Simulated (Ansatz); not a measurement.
# ZrO2 (tetragonal-ZrO2 type, space group P4_2/nmc), scan of one atom of the cell

ZrO$_{2}$ (tetragonal-ZrO2 type, space group P4_2/nmc)

```yaml
crystal:
  lattice:
    - [3.62104, 0.00000, 0.00000]
    - [0.00000, 3.62104, 0.00000]
    - [0.00000, 0.00000, 5.28279]
  atoms:
    - { symbol: Zr, position: [0.00000, 0.00000, 0.00000] }
    - { symbol: Zr, position: [0.50000, 0.50000, 0.50000] }
    - { symbol: O, position: [0.00000, 0.50000, 0.19278] }
    - { symbol: O, position: [0.00000, 0.50000, 0.69278] }
    - { symbol: O, position: [0.50000, 0.00000, 0.30722] }
    - { symbol: O, position: [0.50000, 0.00000, 0.80722] }
```

Scan: atom 6 (O, nearest neighbour Zr at 2.077 Å; its periodic images, 3.6 Å or more away, move with it) is displaced along Cartesian [111], direction (0.577, 0.577, 0.577) in Cartesian axes, by s. The other atoms stay.

Level of theory: PBE (plane waves to 420 eV, PAW, scalar-relativistic; Ansatz, a first-principles code). k mesh 7×7×5 (Γ-centred), Fermi-Dirac smearing 0.05 eV. Energies are smeared free energies. Stress and pressure are positive under compression. Left out: 3 of 11 points, with atoms too close for the PAW data. F∥ is the force on the atom along that direction. F⊥ is the part of the force across the line. This is a high-temperature form of ZrO2. ZrO2 is run without spin polarisation. ZrO2 was relaxed with its symmetry unable to fall. The zero of ΔE is the undisplaced structure.

```
s (Å)   ΔE (meV/cell)  |F⊥| (eV/Å)  F∥ (eV/Å)  P (GPa)
------  -------------  -----------  ---------  -------
-0.620           2042        1.438      7.088      8.1
-0.496           1277        0.606      5.310      4.4
-0.372            713        0.405      3.828      1.8
-0.248            320        0.497      2.534      0.2
-0.124             82        0.392      1.299     -0.4
0.000               0        0.000      0.000      0.0
0.124              89        0.731     -1.472      1.5
0.248             376        1.891     -3.210      4.2
```

Summary:

| Item | Value |
|---|---|
| Energy at s = 0.248 Å | 376 meV/cell |
| Force along the line at s = -0.620 Å | 7.09 eV/Å |
| Symmetry of the curve | not even: the positive side lies higher at ±0.248 Å |
| Shape of the curve | a single well with its minimum at or next to zero displacement |
| Force constant k = d²E/ds² at s = 0 (finite differences) | 11.0 eV/Å² |
| Harmonic estimate at the end of the scan | ½ks² = 340 meV/cell against the computed 376 meV/cell, so the well is stiffer than harmonic there |

The 11 points together took around 110 core-seconds (rough).

(For displaced atoms, the force is minus the slope of the energy, and its curvature is a force constant, which sets phonon frequencies.)
